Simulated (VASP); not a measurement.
GdO, 2 atoms in the cell. The structure is cubic, space group Pm-3m (No. 221). Conventional cell: a = 2.802 Å, b = 2.802 Å, c = 2.802 Å, α = 90.00°, β = 90.00°, γ = 90.00°. Around Gd (site symmetry m-3m) lie 8 O at 2.43 Å. O (site symmetry m-3m) is surrounded by 8 Gd at 2.43 Å. The cell comes from a database or a generator and needn't be the stable form of this composition.

| Quantity | Value |
| --- | --- |
| Program | VASP 6.6.1 |
| Task | single point |
| Functional | PBE |
| Potentials or basis | VASP PAW PBE potentials, release 64 (Gd, O) |
| Cutoff | 520 eV |
| k mesh | 7 × 7 × 7 |
| Occupations | gaussian, width 0.05 eV |
| Spin | collinear spin, ferromagnetic start |
| Starting moments | [7.0, 0.0] μB |
| Further INCAR settings | ALGO = Normal; EDIFF = 1e-07; NBANDS = 23 |

Potentials or basis: VASP PAW PBE potentials, release 64 (Gd, O).

The run is started by

```console
$ cat potpaw_PBE.64/Gd/POTCAR potpaw_PBE.64/O/POTCAR > POTCAR
$ mpirun -np 1 vasp_std > vasp.out
```

Hardware: 1 thread of Intel(R) Xeon(R) Platinum 8488C (Sapphire Rapids) (shared host).

Q: How long does it take, and how much memory?

A: It took 26 s on 1 thread of Intel(R) Xeon(R) Platinum 8488C (Sapphire Rapids), with other jobs on the host, peak memory 0.16 GiB. Counts: scf iterations 20, k points 20.
